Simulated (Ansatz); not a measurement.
Method: DFT PBE, scalar-relativistic, plane waves, PAW (Ansatz). Settings: cutoff 420 eV, Γ-centred meshes spaced at most about 0.3 Å⁻¹, and about 0.25 Å⁻¹ or finer for metals (2π included), Gaussian smearing. No spin polarisation in the final relaxations.

Temperature and zero-point effects are left out. All come from trial cells, and lower structures may exist.

Question: Which of these relaxed structures of P is the lowest in energy?
A.

Space group Fddd:1 (No. 70). a = 3.211 Å, b = 7.666 Å, c = 13.982 Å, α = 90.00°, β = 90.00°, γ = 90.00°
| atom | site | symmetry | x | y | z |
| --- | --- | --- | --- | --- | --- |
| P | 16g | ..2 | 0.0000 | 0.0000 | 0.8004 |

B.

Space group P6_222 (No. 180). a = 6.463 Å, b = 6.463 Å, c = 5.048 Å, α = 90.00°, β = 90.00°, γ = 120.00°
```csv
atom,site,symmetry,x,y,z
P,6j,..2,0.8049,0.4025,0.1667
```

C.

Space group R32:H (No. 155). a = 5.198 Å, b = 5.198 Å, c = 7.681 Å, α = 90.00°, β = 90.00°, γ = 120.00°
```tsv
atom	site	symmetry	x	y	z
P	9e	.2	0.5765	0.6667	0.1667
```

D.

Space group I4/mmm (No. 139). a = 3.494 Å, b = 3.494 Å, c = 4.962 Å, α = 90.00°, β = 90.00°, γ = 90.00°
```
atom  site  symmetry       x       y       z
   P    4e       4mm  0.5000  0.5000  0.2713
```

Answer: D. It has space group I4/mmm (No. 139); the next, C, with space group R32 (No. 155), lies 230 meV/atom higher. Counting all near atoms (those within 1.25 times the shortest such distance or 1.15 times the sum of covalent radii; a plus sign parts nearer from farther groups), the lowest has P 1+5 and the next has P 2+2.

Weakly bound directions are ill-defined at this level, which has no dispersion term (Fddd), and this can change margins and order among such cells. Cells relaxed within their symmetry can be saddle points. The part of the Crystallography Open Database at hand lists P in space groups No. 2, 13, 64, 123; no cell shown has one of them. Some types were kept out of the candidates beforehand, so the set may lack a known form.
